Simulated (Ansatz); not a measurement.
# Ti (P6_3/mmc) in Ansatz: further runs

One crystal, Ti, is run at these levels: PBE, PBE+D3(BJ), PBE+D3(BJ)-ATM, PBE+D4; tasks: relaxation of cell and atoms.

Program: Ansatz 0.2.0. These are calculated values, not measurements. Logs are shortened: lines on timing, memory, paths and dates and some standing lists are left out, and cuts for length are marked.

**1. Starting point**

The structure is hexagonal, space group P6_3/mmc (No. 194). Conventional cell: a = 2.950 Å, b = 2.950 Å, c = 4.680 Å, α = 90.00°, β = 90.00°, γ = 120.00°. Around Ti (site symmetry -6m2) lie 12 Ti at 2.89 to 2.95 Å.

**2. Relaxation of cell and atoms, PBE**

The input, input.yaml:

```yaml
crystal:
  lattice:
    - [2.95, 0.0, 0.0]
    - [-1.475, 2.5547749412, 0.0]
    - [0.0, 0.0, 4.68]
  atoms:
    - { symbol: Ti, position: [0.6666666667, 0.3333333333, 0.75] }
    - { symbol: Ti, position: [0.3333333333, 0.6666666667, 0.25] }
hamiltonian:
  xc: pbe
  pseudopotentials: { kind: paw }
kpoints:
  mp_grid: { grid: [10, 10, 6] }
scf:
  occupations: { method: fermi_dirac, width: 0.05 }
output:
  forces: true
  stress: true
  eigenvalues: true
relax:
  f_tol: 0.01
  max_steps: 40
  cell: { stress_tol: 0.05 }
```

Potentials or basis: Ansatz PAW.

Started as:

```
ansatz run input.yaml --threads 2 --pin off --max-ram 5632MiB --backend cpu --events-out ev --progress --plain --runs-dir out
```

Standard output:

```text
Warning: RAYON_NUM_THREADS=2 ignored (pool sized by the plan → 2); use --threads N
Engine: ansatz 0.2.0, aarch64-unknown-linux-gnu
Pseudopotentials: kind: paw
Pseudopotential: Ti, paw, valence charge 12, recommended cutoff 420 eV (normal), Ti.paw.azcp
Functional definition: PBE
  parameter kappa = 0.804
  parameter beta = 0.06672455060314922
  exchange = pbe_x(kappa = kappa, mu = beta*pi^2/3)
  correlation = pbe_c(beta = beta)
Crystal: 2 atoms, lattice volume = 35.271 Å³
Basis set: ecut = 420 eV, 687 PW (Γ), exchange–correlation on 40×40×64 points (8 copies of the dense FFT grid, shifted against one another)
Bands: 16, of which v1, the nominal top of the filled ones, is band 12 counted from 1 (11 counted from 0)
Symmetry: 24 space group operations
Space group: P63/mmc (ITA 194), of the structure as read, at distance tolerance 3.3e-5 Å
k-points: 56 of 600
Non-local potential: Ti, projectors of the file, l = 0: 3, l = 1: 2, l = 2: 3, l = 3: 1
PAW form: soft (Blöchl's): semilocal exchange-correlation on the pseudo side does not see the compensation charge
PAW one-centre angular grid: Ti, 590 points (default); XC on 64 Gauss nodes
Initial density: superposition of atomic densities (neutral atoms: chi_scale 0, normalization atom), corrected by the library's trained network
Initial wavefunctions: pseudopotential atomic-orbital guess
Functional: x = pbe(κ = 0.804, μ = 0.2195149727645171), c = pbe(β = 0.06672455060314922)
SCF iter   1: F=—  HF=-4999.338829 eV  |F-HF|=—  |Δ(HF+E_count)|=         —  Δρ=4.90e-3  dr2=4.08e-3  ethr=1.77e-3  ⟨swp⟩=4.1  Hψ=3660  notcnv=0
preconditioner: auto → none  [metal: Δε(μ)=0.021 eV  Ē_g=2.793 eV  σ=0.050 eV  W_gap=0.10  n_scr=8 (ndim 8)  ℏωp=17.7 eV  f_vac=0.000  D(μ)=2.39/eV (n_scr^D=22)  sad-step TF]
SCF iter   2: F=—  HF=-4999.337986 eV  |F-HF|=—  |Δ(HF+E_count)|=   8.43e-4  Δρ=2.45e-3  dr2=1.11e-3  ethr=1.70e-5  ⟨swp⟩=1.0  Hψ=1344  notcnv=0
SCF iter   3: F=—  HF=-4999.338134 eV  |F-HF|=—  |Δ(HF+E_count)|=   1.48e-4  Δρ=3.15e-4  dr2=1.45e-5  ethr=4.61e-6  ⟨swp⟩=2.3  Hψ=1255  notcnv=0
SCF iter   4: F=—  HF=-4999.338166 eV  |F-HF|=—  |Δ(HF+E_count)|=   3.20e-5  Δρ=8.21e-5  dr2=2.02e-6  ethr=6.05e-8  ⟨swp⟩=2.4  Hψ=1563  notcnv=0
iter 5 did not close the SCF: its close was put off for the readings that it lacked (scf_convergence_deferred on its scf_iter line)
SCF iter   5: F=-4999.338166 eV  HF=-4999.338166 eV  |F-HF|=3.27e-9  |Δ(HF+E_count)|=   5.74e-7  Δρ=1.05e-5  dr2=2.67e-8  ethr=8.42e-9  ⟨swp⟩=2.8  Hψ=1650  notcnv=0
SCF iter   6: F=-4999.338166 eV  HF=-4999.338166 eV  |F-HF|=1.46e-11  |Δ(HF+E_count)|=   4.16e-9  Δρ=6.45e-7  dr2=7.52e-11  ethr=1.11e-10  ⟨swp⟩=1.8  Hψ=2731  notcnv=0
SCF 1 converged in 6 iterations: F = -4999.338166 eV  dr2 = 7.52e-11
relax step   1: F+E_penalty+E_count = -4999.33816587 eV  Δ(F+E_penalty+E_count) = +0.000e0 eV  max|allowed force component| = 5.551e-17 eV/Å  Δτ_max = 0.0000 Å  P = -1.459 GPa  Ω = 35.271 Å³  (6 SCF iters, dr2 threshold 1.00e-7 eV, accepted)
Crystal: 2 atoms, lattice volume = 34.233 Å³
Initial density: handed on by an earlier stage of this run
Initial wavefunctions: those handed on with the density
iter 1 solved again at ethr=1.67e-6 eV; its pass at ethr=3.10e-3 eV (dr2=4.01e-4 eV) is discarded
SCF iter   1: F=—  HF=-4999.337278 eV  |F-HF|=—  |Δ(HF+E_count)|=         —  Δρ=1.08e-3  dr2=4.03e-4  ethr=1.67e-6  ⟨swp⟩=2.0  Hψ=5887  notcnv=0
preconditioner: auto → none  [metal: Δε(μ)=0.032 eV  Ē_g=2.862 eV  σ=0.050 eV  W_gap=0.16  n_scr=8 (ndim 8)  ℏωp=18.0 eV  f_vac=0.000  D(μ)=2.42/eV (n_scr^D=22)]
SCF iter   2: F=—  HF=-4999.337219 eV  |F-HF|=—  |Δ(HF+E_count)|=   5.86e-5  Δρ=3.69e-4  dr2=2.23e-5  ethr=1.67e-6  ⟨swp⟩=2.2  Hψ=1241  notcnv=0
SCF iter   3: F=—  HF=-4999.337231 eV  |F-HF|=—  |Δ(HF+E_count)|=   1.19e-5  Δρ=1.14e-4  dr2=2.04e-6  ethr=9.29e-8  ⟨swp⟩=2.0  Hψ=1062  notcnv=0
iter 4 did not close the SCF: its close was put off for the readings that it lacked (scf_convergence_deferred on its scf_iter line)
SCF iter   4: F=-4999.337235 eV  HF=-4999.337235 eV  |F-HF|=4.99e-9  |Δ(HF+E_count)|=   3.50e-6  Δρ=1.20e-5  dr2=3.82e-8  ethr=8.51e-9  ⟨swp⟩=2.0  Hψ=1099  notcnv=0
iter 5 did not close the SCF: its close was put off for the readings that it lacked (scf_convergence_deferred on its scf_iter line)
SCF iter   5: F=-4999.337235 eV  HF=-4999.337235 eV  |F-HF|=6.10e-10  |Δ(HF+E_count)|=   3.36e-9  Δρ=2.18e-6  dr2=9.51e-10  ethr=1.59e-10  ⟨swp⟩=2.0  Hψ=1126  notcnv=0
SCF iter   6: F=-4999.337235 eV  HF=-4999.337235 eV  |F-HF|=9.09e-13  |Δ(HF+E_count)|=  3.45e-10  Δρ=2.18e-7  dr2=3.86e-12  ethr=3.96e-12  ⟨swp⟩=1.0  Hψ=2700  notcnv=0
SCF 2 converged in 6 iterations: F = -4999.337235 eV  dr2 = 3.86e-12
relax step   2: F+E_penalty+E_count = -4999.33723466 eV  Δ(F+E_penalty+E_count) = +9.312e-4 eV  max|allowed force component| = 1.850e-17 eV/Å  Δτ_max = 0.0000 Å  P = +1.876 GPa  Ω = 34.233 Å³  energy of the carried Pulay correction = +9.227e-5 eV  (6 SCF iters, dr2 threshold 2.00e-7 eV, rejected (line search))
[... 17 lines left out ...]
iter 3 did not close the SCF: its close was put off for the readings that it lacked (scf_convergence_deferred on its scf_iter line)
SCF iter   3: F=-4999.340490 eV  HF=-4999.340490 eV  |F-HF|=3.17e-9  |Δ(HF+E_count)|=   4.65e-8  Δρ=5.73e-6  dr2=4.41e-9  ethr=2.89e-10  ⟨swp⟩=2.4  Hψ=1220  notcnv=0
iter 4 did not close the SCF: its close was put off for the readings that it lacked (scf_convergence_deferred on its scf_iter line)
SCF iter   4: F=-4999.340490 eV  HF=-4999.340490 eV  |F-HF|=3.55e-11  |Δ(HF+E_count)|=   4.84e-9  Δρ=8.22e-7  dr2=1.49e-10  ethr=1.84e-11  ⟨swp⟩=2.9  Hψ=1678  notcnv=0
iter 5 did not close the SCF: its close was put off for the readings that it lacked (scf_convergence_deferred on its scf_iter line)
SCF iter   5: F=-4999.340490 eV  HF=-4999.340490 eV  |F-HF|=9.09e-13  |Δ(HF+E_count)|=  6.18e-11  Δρ=9.35e-8  dr2=1.47e-12  ethr=1.00e-12  ⟨swp⟩=2.0  Hψ=1026  notcnv=0
SCF iter   6: F=-4999.340490 eV  HF=-4999.340490 eV  |F-HF|=9.09e-13  |Δ(HF+E_count)|=    0.00e0  Δρ=9.66e-9  dr2=1.35e-14  ethr=1.00e-12  ⟨swp⟩=1.0  Hψ=2026  notcnv=0
SCF 4 converged in 6 iterations: F = -4999.340490 eV  dr2 = 1.35e-14
relax step   4: F+E_penalty+E_count = -4999.34049032 eV  Δ(F+E_penalty+E_count) = -3.961e-5 eV  max|allowed force component| = 7.138e-16 eV/Å  Δτ_max = 0.0000 Å  P = +0.011 GPa  Ω = 34.796 Å³  energy of the carried Pulay correction = +4.231e-5 eV  (6 SCF iters, dr2 threshold 1.49e-7 eV, accepted)
Initial wavefunctions: pseudopotential atomic-orbital guess (no wavefunctions were taken with the density)
iter 1 solved again at ethr=1.54e-9 eV; its pass at ethr=3.10e-3 eV (dr2=3.70e-7 eV) is discarded
SCF iter   1: F=—  HF=-4999.340438 eV  |F-HF|=—  |Δ(HF+E_count)|=         —  Δρ=1.36e-5  dr2=8.35e-9  ethr=1.54e-9  ⟨swp⟩=3.0  Hψ=6315  notcnv=0
SCF iter   2: F=—  HF=-4999.340444 eV  |F-HF|=—  |Δ(HF+E_count)|=   5.48e-6  Δρ=6.66e-6  dr2=2.20e-9  ethr=3.48e-11  ⟨swp⟩=2.1  Hψ=1522  notcnv=0
SCF iter   3: F=—  HF=-4999.340444 eV  |F-HF|=—  |Δ(HF+E_count)|=   2.59e-9  Δρ=1.27e-6  dr2=3.22e-10  ethr=9.18e-12  ⟨swp⟩=3.0  Hψ=1623  notcnv=0
SCF iter   4: F=—  HF=-4999.340444 eV  |F-HF|=—  |Δ(HF+E_count)|=  7.28e-12  Δρ=3.91e-7  dr2=2.18e-11  ethr=1.34e-12  ⟨swp⟩=3.0  Hψ=1599  notcnv=0
iter 5 did not close the SCF: its close was put off for the readings that it lacked (scf_convergence_deferred on its scf_iter line)
SCF iter   5: F=-4999.340444 eV  HF=-4999.340444 eV  |F-HF|=9.09e-13  |Δ(HF+E_count)|=  1.27e-11  Δρ=1.08e-7  dr2=1.47e-12  ethr=1.00e-12  ⟨swp⟩=1.0  Hψ=896  notcnv=0
SCF iter   6: F=-4999.340444 eV  HF=-4999.340444 eV  |F-HF|=0.00e0  |Δ(HF+E_count)|=    0.00e0  Δρ=2.38e-8  dr2=7.02e-14  ethr=1.00e-12  ⟨swp⟩=3.0  Hψ=3228  notcnv=0
SCF 5 converged in 6 iterations: F = -4999.340444 eV  dr2 = 7.02e-14
relax step   5: F+E_penalty+E_count = -4999.34044379 eV  Δ(F+E_penalty+E_count) = +4.653e-5 eV  max|allowed force component| = 7.138e-16 eV/Å  Δτ_max = 0.0000 Å  P = +0.014 GPa  Ω = 34.796 Å³  stress off target by 3.93e-2 GPa  SCF on the basis re-selected at this cell (its energy is not comparable with the rows above)  (6 SCF iters)
basis re-selected at this cell: Δ(F+E_penalty+E_count) = +4.653e-5 eV, ΔP = +0.003 GPa vs the last step (what re-selecting the basis moved, of the pressure what is left beyond the Pulay correction that the steps carried, after the strain that the cell walked since its last selection, with what the two solves' SCF thresholds leave and, on support functions, any second-order correction that the steps lacked; it is no measure of the basis error at this ecutwfc). This SCF's stress stands 3.93e-2 GPa from its target on what of the cell is left free (relax.cell.stress_tol is 5.00e-2 GPa) and its largest allowed force component is 7.14e-16 eV/Å (relax.f_tol is 1.00e-2 eV/Å): within both
SCF converged after 6 iterations
Free energy (F): -4999.340444 eV
Harris-Foulkes:  -4999.340444 eV  (|F-HF|=0.00e0)
Internal energy: -4999.320977 eV  (E = F + TS)
E sigma→0 (E₀):  -4999.330710 eV
Entropy (-TS):   -0.019467 eV (-9.733 meV/atom)
Fermi energy:    13.345699 eV
--- Per-component energies (eV) ---
  E_band       = -315.621124
  E_kinetic    = 544.627562
  E_local      = -1627.501733  (includes V_loc(G=0)·N_el)
  E_nonlocal   = 16.050351
  E_hartree    = 668.347503
  E_xc         = -194.915369
  E_vxc        = -243.846546  (∫ρ·V_xc dr)
  E_paw        = -2095.093419  (= ΣΔE_a)
  E_vpaw       = -341.646003  (= ΣTr[D̂ρ^β])
  E_aug_tail   = 0.000232  (compensation charges beyond the density's cutoff)
  E_ewald      = -2310.836104
  E_smearing   = -0.019467  (= −TS)
  E_closure    = 0.000000  (closes the sum)
  Σ components = -4999.340444   (vs F -4999.340444, Δ=0.00e0)
--- Forces (eV/Å), atoms counted from 1 ---
  atom   1  Ti    -0.00000000     0.00000000    -0.00000000
  atom   2  Ti    -0.00000000    -0.00000000     0.00000000
  max |Σ_I F_I| component: 1.11e-16 eV/Å
--- Stress (GPa, compression-positive) ---
        0.039320      -0.000000      -0.000000
        0.000000       0.039320      -0.000000
       -0.000000      -0.000000      -0.036829
  P = ⅓ Tr σ = 0.0139 GPa (0.139 kbar)
--- Band table (eV; the first three rows and the last of 56) ---
  k-point 0: bands = ["-43.4641", "-43.3260", "-20.0695", "-19.4280", "-19.4280", "-19.3591", "-19.3264", "-19.3264", "7.1729", "10.6757", "14.1274", "14.1288", "14.1288", "14.2545", "14.6303", "14.6303"]
  k-point 1: bands = ["-43.4549", "-43.3354", "-20.0237", "-19.4213", "-19.4213", "-19.4086", "-19.3332", "-19.3332", "7.4063", "10.5469", "13.7704", "14.0322", "14.0322", "14.1261", "14.5070", "14.5070"]
  k-point 2: bands = ["-43.4299", "-43.3608", "-19.8973", "-19.5424", "-19.4027", "-19.4027", "-19.3519", "-19.3519", "8.0685", "9.9931", "13.3595", "13.7988", "13.9543", "13.9543", "14.2494", "14.2494"]
  k-point 55: bands = ["-43.3164", "-43.3164", "-19.8891", "-19.8891", "-19.6787", "-19.6787", "-19.4543", "-19.4543", "11.8298", "11.8298", "12.5545", "12.5545", "13.1225", "13.1225", "15.0143", "15.0143"]
--- Relaxed structure (4 steps of the walk, 3 accepted, 1 SCFs on fresh bases) ---
  F+E_penalty+E_count = -4999.34044379 eV   max|allowed force component| = 7.138e-16 eV/Å   (the final SCF, on the basis selected at the relaxed cell)
  cell:  # Å, volume = 34.7961 Å³
    - [2.9399866625126894, 3.4648597369367176e-34, -1.1549532456455723e-34]
    - [-1.4699933312563447, 2.546103136523416, -4.7906867294485425e-19]
    - [-1.8322648100282354e-34, -8.775886099558215e-19, 4.648457873103468]
  atoms:
    - { symbol: Ti, position: [0.6666666666666667, 0.33333333333333337, 0.7500000000000001] }
    - { symbol: Ti, position: [0.33333333333333337, 0.6666666666666667, 0.25] }
```

Wall time 5.6 s (2 threads of Arm Neoverse V1, shared host); peak memory 0.29 GiB.

Results:

```yaml
Free_energy: -4999.3404 eV
Relaxed_volume: 17.40 Å³/atom
Relaxed_cell: a = 2.940 Å, b = 2.940 Å, c = 4.648 Å, α = 90.00°, β = 90.00°, γ = 120.00°
Space_group_after_relaxing_to_0.05_Å: P6_3/mmc (No. 194)
Energy_gained_by_relaxing: 1.1 meV/atom
Ionic_steps: 4
Pressure_after_relaxing: 0.0 GPa
Band_gap_on_the_k_mesh: none (metal or under the smearing width)
```

Stress tensor (GPa, compression positive):
```
 0.04  0.00  0.00
 0.00  0.04  0.00
 0.00  0.00 -0.04
```

Step by step:
```
step  energy change (eV)  largest force (eV/Å)  volume (Å³)
   1              0.0000                0.0000        35.27
   2             -0.0023                0.0000        34.84
   3             -0.0023                0.0000        34.80
   4             -0.0023                0.0000        34.80
```

Final structure:
```yaml
crystal:
  lattice:
    - [2.93999, 0.00000, 0.00000]
    - [-1.46999, 2.54610, 0.00000]
    - [0.00000, 0.00000, 4.64846]
  atoms:
    - { symbol: Ti, position: [0.66667, 0.33333, 0.75000] }
    - { symbol: Ti, position: [0.33333, 0.66667, 0.25000] }
```

Caveat: the plane-wave basis is chosen anew once the cell has moved, so the energies of steps on either side of that aren't comparable.

**3. Relaxation of cell and atoms, PBE+D3(BJ)**

input.yaml, as its differences from that of step 2:

```diff
@@ -11,2 +11,3 @@
   pseudopotentials: { kind: paw }
+  dispersion: d3bj
 kpoints:
```

Potentials or basis: Ansatz PAW.

Started as:

```
ansatz run input.yaml --threads 2 --pin off --max-ram 5632MiB --backend cpu --events-out ev --progress --plain --runs-dir out
```

Wall time 8.9 s (2 threads of Arm Neoverse V1, shared host); peak memory 0.3 GiB.

Results (log left out):

```yaml
Free_energy: -5000.5753 eV
Relaxed_volume: 16.50 Å³/atom
Relaxed_cell: a = 2.890 Å, b = 2.890 Å, c = 4.563 Å, α = 90.00°, β = 90.00°, γ = 120.00°
Space_group_after_relaxing_to_0.05_Å: P6_3/mmc (No. 194)
Energy_gained_by_relaxing: 26.3 meV/atom
Ionic_steps: 7
Pressure_after_relaxing: 0.0 GPa
Band_gap_on_the_k_mesh: none (metal or under the smearing width)
```

The path:
```tsv
step	energy change (eV)	largest force (eV/Å)	volume (Å³)
1	0.0000	0.0000	35.27
2	-0.0523	0.0000	33.22
3	-0.0529	0.0000	32.99
4	-0.0529	0.0000	33.00
5	-0.0526	0.0000	33.00
6	-0.0526	0.0000	33.01
7	-0.0526	0.0000	33.01
```

Final structure:
```cif
data_structure
_symmetry_space_group_name_H-M 'P 1'
_symmetry_Int_Tables_number 1
_cell_length_a 2.8904
_cell_length_b 2.8904
_cell_length_c 4.5626
_cell_angle_alpha 90.000
_cell_angle_beta 90.000
_cell_angle_gamma 120.000
_cell_volume 33.01
loop_
_atom_site_label
_atom_site_type_symbol
_atom_site_fract_x
_atom_site_fract_y
_atom_site_fract_z
_atom_site_occupancy
Ti1 Ti 0.66667 0.33333 0.75000 1
Ti2 Ti 0.33333 0.66667 0.25000 1
```

Levels at points of the mesh, in eV from the Fermi level:
```csv
k point,band 8,band 9,band 10,band 11,band 12,band 13,band 14,band 15,band 16
"(0.00, 0.00, 0.00)",-32.52,-6.29,-2.80,0.81,0.81,0.95,0.96,1.35,1.35
"(0.00, 0.00, -0.50)",-32.58,-4.36,-4.36,0.11,0.11,0.70,0.70,0.70,0.70
"(0.00, -0.50, 0.00)",-32.60,-2.40,-2.31,-1.97,-0.58,0.48,0.70,1.28,3.57
"(0.00, -0.50, -0.50)",-32.71,-2.67,-2.67,-0.86,-0.86,1.47,1.47,1.83,1.83
```

Caveat: the plane-wave basis is chosen anew once the cell has moved, so the energies of steps on either side of that aren't comparable; pairwise dispersion overbinds metals, which lowers pressure and volume.

(Part 1 of 2 ends here.)
